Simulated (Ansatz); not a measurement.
# SnO₂ (P4_2/mnm), a vibration from a frozen displacement

The calculation used DFT PBE, scalar-relativistic, plane waves, PAW in Ansatz. The runs took a 420 eV cutoff, a Γ-centred 6×6×8 mesh and Gaussian smearing (0.05 eV). No spin polarisation. Energies are free energies at this smearing, counted from the undisturbed cell; pressure is positive in compression.

Zero of the scan (relaxed at this level):

```
Sn O
1.0
     4.82770    0.00000    0.00000
     0.00000    4.82770    0.00000
     0.00000    0.00000    3.23799
Sn O
2 4
Direct
  0.00000 0.00000 0.00000
  0.50000 0.50000 0.50000
  0.30661 0.30661 0.00000
  0.19339 0.80661 0.50000
  0.69339 0.69339 0.00000
  0.80661 0.19339 0.50000
```

Every O atom is moved by x along the Cartesian unit vector (0.707, 0.707, 0.000); the cell and all other atoms stay fixed. The cell's volume is 75.47 Å³; the moved atoms weigh 63.996 u together and the others 237.420 u. Some rows repeat others by symmetry and weren't run.

```
  x (Å)  ΔE (meV/cell) total force on the moved atoms along the move (eV/Å) pressure (GPa)
-0.5000        4665.83                                               25.9643         29.1164
-0.4375        3254.14                                               19.4896         21.2702
-0.3750        2198.93                                               14.4910         14.9888
-0.3125        1419.37                                               10.6172         10.0408
-0.2500         854.12                                                7.5916          6.2378
-0.1875         457.41                                                5.1910          3.4289
-0.1250         196.14                                                3.2289          1.4998
-0.0625          47.98                                                1.5466          0.3723
 0.0000           0.00                                                0.0000          0.0011
 0.0625          47.98                                               -1.5466          0.3723
 0.1250         196.14                                               -3.2289          1.4998
 0.1875         457.41                                               -5.1910          3.4289
 0.2500         854.12                                               -7.5916          6.2378
 0.3125        1419.37                                              -10.6172         10.0408
 0.3750        2198.93                                              -14.4910         14.9888
 0.4375        3254.14                                              -19.4896         21.2702
 0.5000        4665.83                                              -25.9643         29.1164
```

Question: What frequency belongs to this motion?

Answer: The force constant is k = −dF/dx = 24.745 eV/Å², from the parabola through x = -0.0625, 0 and 0.0625. In every cell the moved atoms swing against the rest, so the mass is μ = m₁m₂/(m₁ + m₂) = 50.409 u, and ν̃ = 521.5 cm⁻¹ × √(|k|/μ) = 365 cm⁻¹. The pattern needn't be a normal mode: ν̃² is then a weighted mean of the squared nonzero frequencies at the zone centre of this cell, taken without macroscopic field, so it lies between the lowest and the highest of them.

Question: How far does the harmonic law reach?

Answer: At x = -0.500 Å, kx²/2 = 3093.17 meV against the computed 4665.83 meV (+50.8 %): the well stiffens in this direction at large amplitude.

Question: The pressure changes with x². What does that say about the frequency under compression?

Answer: With E = k(V)x²/2, k ∝ V^(−2γ) and x scaling with the cell as V^(1/3), P − P0 = −∂E/∂V = (2γ − 2/3) ΔE/V. At x = 0.1250 Å, V(P − P0) = 75.47 × 1.49873 / 160.2 eV = 705.94 meV and ΔE = 196.14 meV, so γ = 1/3 + V(P − P0)/(2ΔE) = 2.13. This is the Grüneisen parameter of the motion under uniform scaling of the cell: shrinking the cell evenly by 1 % in volume raises the frequency by about 2.13 %.

Cost: 9 runs of about 2.8 core-minutes in all, on Arm Neoverse V1 (shared hosts).